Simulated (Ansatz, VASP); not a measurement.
## One calculation of BN, two programs

The input POSCAR:

```
BN
1.0
    2.4227680791      0.0000000000      0.0000000000
   -1.2113840396      2.0981787040      0.0000000000
    0.0000000000      0.0000000000      7.3251220465
B N
2 2
Direct
    0.3333333333      0.6666666667      0.2500000000
    0.6666666667      0.3333333333      0.7500000000
    0.3333333333      0.6666666667      0.7500000000
    0.6666666667      0.3333333333      0.2500000000
```

The input INCAR.step1:

```
PREC = Accurate
ENCUT = 520
ISMEAR = 0
SIGMA = 0.05
LREAL = False
LASPH = True
NELM = 60
NBANDS = 16
GGA = PE
ALGO = Normal
EDIFF = 1E-4
LWAVE = True
LCHARG = False
```

INCAR.step2

```
PREC = Accurate
ENCUT = 520
EDIFF = 1E-6
ISMEAR = 0
SIGMA = 0.05
LREAL = False
LASPH = True
NELM = 60
ALGO = Normal
ISIF = 2
LWAVE = False
LCHARG = True
METAGGA = R2SCAN
LMIXTAU = True
LELF = True
LVHAR = True
NBANDS = 16
ISTART = 1
```

Contents of KPOINTS:

```
regular mesh
0
Gamma
  12 12 4
```

Input for Ansatz:

```yaml
crystal:
  lattice:
    - [2.4227680791, 0.0, 0.0]
    - [-1.2113840396, 2.098178704, 0.0]
    - [0.0, 0.0, 7.3251220465]
  atoms:
    - { symbol: B, position: [0.3333333333, 0.6666666667, 0.25] }
    - { symbol: B, position: [0.6666666667, 0.3333333333, 0.75] }
    - { symbol: "N", position: [0.3333333333, 0.6666666667, 0.75] }
    - { symbol: "N", position: [0.6666666667, 0.3333333333, 0.25] }
basis:
  ecutwfc: 500
kpoints:
  mp_grid: { grid: [12, 12, 4] }
hamiltonian:
  xc: r2scan
scf:
  occupations: { method: gaussian, width: 0.05 }
output:
  forces: true
  stress: true
  eigenvalues: true
```

Alike in both runs: task single point; functional r2SCAN; k mesh 12 × 12 × 4; occupations gaussian, width 0.05 eV; no spin polarisation.

```csv
,VASP,Ansatz
version,VASP 6.6.1,Ansatz 0.2.0
potentials or method,"VASP PAW PBE potentials, release 64 (B, N)","scalar-relativistic, plane waves, PAW"
plane-wave cutoff (eV),520,500
valence electrons in the cell,16,16
```

```csv
,VASP,Ansatz,Ansatz less VASP
gap on the k mesh at the Fermi level (eV),4.95,4.96,+0.006
least direct gap on the mesh (eV),5.65,5.58,-0.072
pressure (GPa),24.5,24.1,-0.40
largest component of the traceless stress (GPa),25.70,24.98,-0.719
```

Caveats: so large a pressure means that the cell lies far from this level's equilibrium, or that cutoff or potentials fall short (VASP); the potentials were made for another functional, which shifts forces and pressure (VASP). r2SCAN opens gaps a little over a GGA but as a rule still falls short of measured ones. A k mesh can miss the band edges.
